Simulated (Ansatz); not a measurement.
Crystal: Cs2AgBiBr6.

```
Bi Cs Ag Br
1.0
     0.00000    5.61610    5.61610
     5.61610    0.00000    5.61610
     5.61610    5.61610    0.00000
Bi Cs Ag Br
1 2 1 6
Direct
  0.00000 0.00000 0.00000
  0.75000 0.75000 0.75000
  0.25000 0.25000 0.25000
  0.50000 0.50000 0.50000
  0.74945 0.74945 0.25055
  0.25055 0.25055 0.74945
  0.74945 0.25055 0.25055
  0.74945 0.25055 0.74945
  0.25055 0.74945 0.74945
  0.25055 0.74945 0.25055
```

- Program: Ansatz 0.2.0
- Task: relaxation of cell and atoms
- Functional: BLYP
- Potentials or basis: Ansatz PAW
- Cutoff: 420 eV (not typed: the program's choice for these potentials)
- k mesh: 3 × 3 × 3
- Occupations: fermi-dirac, width 0.05 eV
- Spin: no spin polarisation

At the start: volume 35.43 Å³/atom.

**Question.** Where does the relaxation end?

**Answer.** It ends after 5 steps and the volume is 40.73 Å³/atom (+15.0 %); space group Fm-3m (No. 225, to 0.05 Å).

Step by step:
| step | energy change (eV) | largest force (eV/Å) | volume (Å³) |
| --- | --- | --- | --- |
| 1 | 0.0000 | 0.3394 | 354.27 |
| 2 | -0.4409 | 0.3267 | 391.09 |
| 3 | -0.5224 | 0.0142 | 405.18 |
| 4 | -0.5231 | 0.0005 | 407.33 |
| 5 | -0.5284 | 0.0006 | 407.33 |

Final structure:
```
CELL_PARAMETERS angstrom
0.00000 5.88352 5.88352
5.88352 0.00000 5.88352
5.88352 5.88352 0.00000
ATOMIC_POSITIONS crystal
Bi 0.00000 0.00000 0.00000
Cs 0.75000 0.75000 0.75000
Cs 0.25000 0.25000 0.25000
Ag 0.50000 0.50000 0.50000
Br 0.75061 0.75061 0.24939
Br 0.24939 0.24939 0.75061
Br 0.75061 0.24939 0.24939
Br 0.75061 0.24939 0.75061
Br 0.24939 0.75061 0.75061
Br 0.24939 0.75061 0.24939
```

Caveat: the plane-wave basis is chosen anew once the cell has moved, so the energies of steps on either side of that aren't comparable; the PAW data sets come from PBE, with cores solved anew for the run's functional, which leaves a small shift of forces and pressure.
